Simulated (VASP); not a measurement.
Wanted: the native input for a VASP 6.6.1 run.

* Task: single point
* Functional: PBE
* Dispersion: D4
* Potentials or basis: VASP PAW PBE potentials, release 64 (C)
* Cutoff: 520 eV
* k mesh: 16 × 16 × 4
* Occupations: fermi-dirac, width 0.05 eV
* Spin: no spin polarisation
* Further INCAR settings: ALGO = Fast; EDIFF = 1e-06; NBANDS = 16

The structure of C lies in POSCAR:

```
C
1.0
    2.4610000000      0.0000000000      0.0000000000
   -1.2305000000      2.1312885187      0.0000000000
    0.0000000000      0.0000000000      6.4396800000
C
4
Direct
    0.0000000000      0.0000000000      0.2500000000
    0.3333333333      0.6666666667      0.2500000000
    0.0000000000      0.0000000000      0.7500000000
    0.6666666667      0.3333333333      0.7500000000
```

The cell was built by a generator and needn't be a form met in nature.

One way to write it, as run:

INCAR

```
  PREC = Accurate
  ENCUT = 520
  EDIFF = 1E-6
  ISMEAR = -1
  SIGMA = 0.05
  LREAL = False
  LASPH = True
  NELM = 100
  ALGO = Fast
  ISIF = 2
  LWAVE = False
  LCHARG = False
  GGA = PE
  IVDW = 13
  NBANDS = 16
```

KPOINTS

```
regular mesh
0
Gamma
  16 16 4
```

Potentials or basis: VASP PAW PBE potentials, release 64 (C).

Launch:

```console
$ cat potpaw_PBE.64/C/POTCAR > POTCAR
$ mpirun -np 1 vasp_std > vasp.out
```

It gave:

The pressure is 0.4 GPa, the band gap on the k mesh is 0.43 eV, direct and the dispersion energy per atom is -0.184 eV.

It took 39 s on 1 thread of Intel(R) Xeon(R) Platinum 8259CL CPU @ 2.50GHz (Skylake/Cascade Lake), with other jobs on the host, peak memory 0.15 GiB.
